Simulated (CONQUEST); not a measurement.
# GaN: single point with PBE

**The experiment to reproduce.**

From “Studying electronic properties in GaN without electrical contacts using γ-γ vs e−-γ Perturbed Angular Correlations”, 2019, pmc:6823545, for a bulk crystal of GaN: band gap 3.503 ± 0.005 eV (direct).

The system is GaN.

```
CELL_PARAMETERS angstrom
3.18000 0.00000 0.00000
0.00000 5.16600 0.00000
0.00000 0.00000 5.50792
ATOMIC_POSITIONS crystal
Ga 0.00000 0.50000 0.33333
Ga 0.50000 0.50000 0.83333
Ga 0.00000 0.00000 0.66667
Ga 0.50000 0.00000 0.16667
N 0.00000 0.87500 0.33333
N 0.50000 0.87500 0.83333
N 0.00000 0.37500 0.66667
N 0.50000 0.37500 0.16667
```

- Program: CONQUEST 1.3
- Task: single point
- Functional: PBE
- Potentials or basis: PseudoDojo NC PBE, SZP, grid cutoff 150 Ha
- k mesh: 8 × 5 × 5
- Occupations: fermi-dirac, width 0.05 eV
- Spin: no spin polarisation

```yaml
Pressure: 12.3 GPa
Band_gap_on_the_k_mesh: 2.42 eV
Mulliken_charges: Ga +0.78; N -0.78 e
```

Stress tensor (GPa, compression positive):
```
11.12  0.00  0.00
 0.00 14.19  0.00
 0.00  0.00 11.68
```

Levels at points of the mesh, in eV from the valence-band top:
```csv
k point,band 33,band 34,band 35,band 36,band 37,band 38,band 39,band 40
"(0.00, 0.00, 0.00)",-1.01,-0.02,0.00,0.00,2.42,4.77,5.31,5.86
"(0.50, 0.00, 0.00)",-2.12,-2.12,-2.02,-2.02,5.81,5.81,7.11,7.11
```

It took 100 s on 1 thread of Intel(R) Xeon(R) 6975P-C (Granite Rapids), on a shared host, peak memory 1.3 GiB.

Measured gap of GaN: 3.503 eV (direct; quoted in “Studying electronic properties in GaN without electrical contacts using γ-γ vs e−-γ Perturbed Angular Correlations”, 2019, pmc:6823545). This calculation gives 2.42 eV (-1.09 eV). Spin-orbit coupling on Ga is left out. The value is that of PBE in an atomic basis (PseudoDojo NC PBE, SZP, grid cutoff 150 Ha), whose error adds to the functional's,, without temperature or zero-point motion. Semilocal functionals fall short of measured gaps as a rule.

Caveat: the atomic basis is small; Mulliken charges move with the basis; the box holds several primitive cells, so bands are folded and the points are those of the box's own zone; the real-space grid is too coarse here: the forces don't sum to zero and aren't listed, and the energy moves when atoms move against the grid; the basis of atomic orbitals isn't converged, which shifts pressures, moduli and gaps.
